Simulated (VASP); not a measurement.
Input of a VASP 6.6.1 run:

Contents of POSCAR:

```
NaF
1.0
    0.0000000000      2.3200000000      2.3200000000
    2.3200000000      0.0000000000      2.3200000000
    2.3200000000      2.3200000000      0.0000000000
Na F
1 1
Direct
    0.0000000000      0.0000000000      0.0000000000
    0.5000000000      0.5000000000      0.5000000000
```

Contents of INCAR.step1:

```
SYSTEM = NaF
ALGO = Normal
EDIFF = 1E-5
ENCUT = 520
GGA = PE
ISIF = 2
ISMEAR = 0
KPAR = 4
LASPH = .True.
LCHARG = .False.
LREAL = .False.
LWAVE = .True.
NELM = 60
PREC = Accurate
SIGMA = 0.02
```

Contents of INCAR.step2:

```
SYSTEM = NaF
ALGO = Normal
EDIFF = 1E-6
ENCUT = 520
GGA = PE
HFSCREEN = 0.3
ISIF = 2
ISMEAR = 0
ISTART = 1
KPAR = 4
LASPH = .True.
LCHARG = .False.
LHFCALC = .True.
LREAL = .False.
LWAVE = .False.
NELM = 60
PREC = Accurate
PRECFOCK = Fast
SIGMA = 0.02
```

Contents of KPOINTS:

```
k-points
0
Gamma
  8 8 8
  0 0 0
```

Contents of KPOINTS_OPT:

```
path GXWKGLUWLK,UX
12
line-mode
reciprocal
 0.0000000000  0.0000000000  0.0000000000  G
 0.5000000000  0.0000000000  0.5000000000  X

 0.5000000000  0.0000000000  0.5000000000  X
 0.5000000000  0.2500000000  0.7500000000  W

 0.5000000000  0.2500000000  0.7500000000  W
 0.3750000000  0.3750000000  0.7500000000  K

 0.3750000000  0.3750000000  0.7500000000  K
 0.0000000000  0.0000000000  0.0000000000  G

 0.0000000000  0.0000000000  0.0000000000  G
 0.5000000000  0.5000000000  0.5000000000  L

 0.5000000000  0.5000000000  0.5000000000  L
 0.6250000000  0.2500000000  0.6250000000  U

 0.6250000000  0.2500000000  0.6250000000  U
 0.5000000000  0.2500000000  0.7500000000  W

 0.5000000000  0.2500000000  0.7500000000  W
 0.5000000000  0.5000000000  0.5000000000  L

 0.5000000000  0.5000000000  0.5000000000  L
 0.3750000000  0.3750000000  0.7500000000  K

 0.6250000000  0.2500000000  0.6250000000  U
 0.5000000000  0.0000000000  0.5000000000  X
```

Potentials or basis: VASP PAW PBE potentials, release 64 (Na_pv, F).

Run with:

```console
$ cat potpaw_PBE.64/Na_pv/POTCAR potpaw_PBE.64/F/POTCAR > POTCAR
$ cp INCAR.step1 INCAR
$ mpirun -np 4 vasp_std > vasp.out
$ cp INCAR.step2 INCAR
$ mpirun -np 4 vasp_std > vasp.out
```

(1) Estimate the band gap along the path.

(2) Predict the band gap on the k mesh.

Results:

(1) 8.15 eV, direct.

(2) 8.15 eV, direct.
